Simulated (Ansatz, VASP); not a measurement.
# AgCl: VASP beside Ansatz

```
Ag Cl
1.0
     0.00000    3.02955    3.02955
     3.02955    0.00000    3.02955
     3.02955    3.02955    0.00000
Ag Cl
1 1
Cartesian
  0.0000 0.0000 0.0000
  1.5148 1.5148 1.5148
```

Alike in both runs: task electric field gradients; functional PBE; k mesh 11 × 11 × 11; occupations fermi-dirac, width 0.03 eV; no spin polarisation.

```csv
,VASP,Ansatz
version,VASP 6.6.1,Ansatz 0.2.0
potentials or method,"VASP PAW PBE potentials, release 64 (Ag, Cl), cutoff 520 eV","all-electron PAW with datasets made for the crystal, scalar-relativistic"
```

|  | VASP | Ansatz | Ansatz less VASP |
| --- | --- | --- | --- |
| gap on the k mesh at the Fermi level (eV) | 1.29 | 1.30 | +0.002 |
| pressure (GPa) | -0.1 | 0.0 | +0.11 |
| Vzz of the field gradient on the site that differs most (V/Å²) | 0.0 | 0.0 | 0.00 |

Ansatz ran all-electron here, so the differences hold the error of VASP's frozen core and of both bases. Ansatz warned: «gradients_without_spin_orbit».

Caveats: an odd mesh through Γ misses points on the zone boundary, where band edges often lie. A hybrid or GW would open this gap; PBE tends to underestimate it.
